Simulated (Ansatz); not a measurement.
**Trigonal tellurium under LDA: convergence with the k-point mesh**

How fine must the k-point mesh be for energy and pressure to settle? The geometry was relaxed under LDA beforehand and stays fixed; 7 values are run, from 2×2×1 to 12×12×8. Wanted are the values from which on the energy stays within 10 and 1 meV/atom, and the pressure within 0.5 GPa, of the last run. Within the series other settings stay, but some runs also write fields, which adds to their time. Spin polarisation is left out.

Method: DFT LDA, plane waves with PAW, scalar-relativistic, in Ansatz 0.2.0.

1 further run of the same task is left out (set aside as unsound or not needed).

**1. The system as given**

It takes space group P3_121 (No. 152, trigonal). Conventional cell: a = 4.297 Å, b = 4.297 Å, c = 5.904 Å, α = 90.00°, β = 90.00°, γ = 120.00°. Te (site symmetry 2) has 6 Te at 2.90 to 3.32 Å as nearest neighbours.

As a file:

```
CELL_PARAMETERS angstrom
4.29663 0.00000 0.00000
-2.14832 3.72099 0.00000
0.00000 0.00000 5.90411
ATOMIC_POSITIONS crystal
Te 0.28554 0.00000 0.33333
Te 0.00000 0.28554 0.66667
Te 0.71446 0.71446 0.00000
```

**2. With a k-mesh of 2×2×1**

The run at 2×2×1.

Input file input.yaml:

```yaml
crystal:
  lattice:
    - [4.2966332825, 0.0, 0.0]
    - [-2.1483166412, 3.7209935734, 0.0]
    - [0.0, 0.0, 5.9041060663]
  atoms:
    - { symbol: Te, position: [0.2855404168, 1.0, 0.3333333333] }
    - { symbol: Te, position: [1.0, 0.2855404168, 0.6666666667] }
    - { symbol: Te, position: [0.7144595832, 0.7144595832, 1.0] }
hamiltonian:
  xc: lda
  pseudopotentials:
    kind: paw
    azcp:
      Te: "pseudopotentials/Te.paw.azcp"
basis:
  ecutwfc: 420
  fft_grid_basis: typed
kpoints:
  mp_grid: { grid: [2, 2, 1], shift: [0, 0, 0] }
magnetization:
  spin_polarized: false
scf:
  occupations: { method: fermi_dirac, width: 0.05 }
  lower_state_search: "off"
output:
  stress: true
  write_density: true
  write_potential: true
  elf: true
  volumetric_format: npy
```

Run with:

```bash
$ ansatz run input.yaml --threads 2 --pin off --max-ram 5120MiB --backend cpu --events-out ev --progress --plain --runs-dir out
```

**3. With a k-mesh of 2×2×2**

The run at 2×2×2.

Changes to input.yaml since step 2:

```diff
@@ -19,3 +19,3 @@
 kpoints:
-  mp_grid: { grid: [2, 2, 1], shift: [0, 0, 0] }
+  mp_grid: { grid: [2, 2, 2], shift: [0, 0, 0] }
 magnetization:
@@ -27,5 +27 @@
   stress: true
-  write_density: true
-  write_potential: true
-  elf: true
-  volumetric_format: npy
```

**4. With a k-mesh of 3×3×2**

The run at 3×3×2.

Changes to input.yaml since step 3:

```diff
@@ -19,3 +19,3 @@
 kpoints:
-  mp_grid: { grid: [2, 2, 2], shift: [0, 0, 0] }
+  mp_grid: { grid: [3, 3, 2], shift: [0, 0, 0] }
 magnetization:
```

**5. With a k-mesh of 4×4×3**

The run at 4×4×3.

Changes to input.yaml since step 4:

```diff
@@ -19,3 +19,3 @@
 kpoints:
-  mp_grid: { grid: [3, 3, 2], shift: [0, 0, 0] }
+  mp_grid: { grid: [4, 4, 3], shift: [0, 0, 0] }
 magnetization:
```

**6. With a k-mesh of 5×5×4**

The run at 5×5×4.

Changes to input.yaml since step 5:

```diff
@@ -19,3 +19,3 @@
 kpoints:
-  mp_grid: { grid: [4, 4, 3], shift: [0, 0, 0] }
+  mp_grid: { grid: [5, 5, 4], shift: [0, 0, 0] }
 magnetization:
```

**7. With a k-mesh of 7×7×5**

The run at 7×7×5.

Changes to input.yaml since step 6:

```diff
@@ -19,3 +19,3 @@
 kpoints:
-  mp_grid: { grid: [5, 5, 4], shift: [0, 0, 0] }
+  mp_grid: { grid: [7, 7, 5], shift: [0, 0, 0] }
 magnetization:
```

**8. With a k-mesh of 12×12×8**

The run at 12×12×8.

Changes to input.yaml since step 7:

```diff
@@ -19,3 +19,3 @@
 kpoints:
-  mp_grid: { grid: [7, 7, 5], shift: [0, 0, 0] }
+  mp_grid: { grid: [12, 12, 8], shift: [0, 0, 0] }
 magnetization:
```

(Steps that only read results are left out.)

Before running it: what results should come out? Wanted: pressure at 12×12×8.

**Answer**, as computed:

```
                                    quantity                       value
E(σ → 0) stays within 10 meV/atom of 12×12×8               from 5×5×4 on
            E(σ → 0) stays within 1 meV/atom  not reached before 12×12×8
               pressure stays within 0.5 GPa               from 4×4×3 on
                         pressure at 12×12×8                   -0.10 GPa
             CPU time, dearest over cheapest                          21
```

**Reading.** The far end, 2×2×1, lies +278.6 meV/atom and +1.2 GPa from the yardstick. The energy has not settled to 1 meV/atom before the last mesh. Metals converge slowly, as the Fermi surface must be resolved. The last mesh is only the yardstick of this series and isn't shown to be converged. The cell taken over is 7 % smaller than the measured one (33.92 Å³/atom, COD).
